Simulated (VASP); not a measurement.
Here is a VASP 6.6.1 calculation.

INCAR

```
PREC = Accurate
ENCUT = 520
EDIFF = 1E-6
ISMEAR = 1
SIGMA = 0.2
LREAL = False
LASPH = True
NELM = 60
ALGO = Fast
ISIF = 2
LWAVE = False
LCHARG = False
GGA = CX
LUSE_VDW = True
AGGAC = 0.0
ICORELEVEL = 1
```

File KPOINTS:

```
Automatic mesh
0
Gamma
  13 13 8
```

Contents of POSCAR:

```
Be
1.0
    2.2693050000     -0.0149950000      0.0132720000
   -1.1476380000      2.0021820000     -0.0097260000
    0.0208160000     -0.0055950000      3.5815970000
Be
2
Direct
    0.6666666667      0.3333333333      0.7500000000
    0.3333333333      0.6666666667      0.2500000000
```

Potentials or basis: VASP PAW PBE potentials, release 54 (Be).

Command:

```console
$ cat potpaw_PBE.54/Be/POTCAR > POTCAR
$ mpirun -np 1 vasp_std > vasp.out
```

Question: Predict the band gap on the k mesh.

Answer: None (metal or under the smearing width).

Question: Estimate the largest force.

Answer: 0.040 eV/Å.

Core levels (eV, on the scale of the bands):
```
atom    levels
1 Be  1s -93.2
2 Be  1s -93.2
```

Caveat: the PAW data sets were made with another functional, which shifts forces and pressure a little.
